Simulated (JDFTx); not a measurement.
The system is Ba.

```xyz
1
Lattice="-2.5065 2.5065 2.5065 2.5065 -2.5065 2.5065 2.5065 2.5065 -2.5065" Properties=species:S:1:pos:R:3 pbc="T T T"
Ba    0.0000    0.0000    0.0000
```

```yaml
Program: JDFTx 1.7.0 (patched build)
Task: single point
Functional: PBEsol
Potentials_or_basis: PseudoDojo-SR-PBEsol-0.4.1-standard with smoothed tails
Cutoff: 599 eV
Density_cutoff: 2395 eV
k_mesh: 8 × 8 × 8
Occupations: fermi-dirac, width 0.05 eV
Spin: no spin polarisation
```

On this cell: pressure -0.7 GPa; band gap on the k mesh none (metal or under the smearing width).

The same run follows on a disturbed copy (cell strained at random at fixed volume):

```
Ba
1.0
    -2.47176    2.47765    2.44851
     2.56531   -2.52802    2.59244
     2.45066    2.50692   -2.49889
Ba
1
Direct
  0.99892 0.00475 0.98853
```

**Question.** What does the disturbed cell give?

**Answer.** The energy (extrapolated to zero smearing) moves by +4.0 meV/atom; pressure -0.7 GPa; band gap on the k mesh none (metal or under the smearing width).

Stress tensor (GPa, compression positive):
```
-0.68  0.06 -0.40
 0.06 -0.64  0.20
-0.40  0.20 -0.71
```

Caveats: this release of the barium file is off.
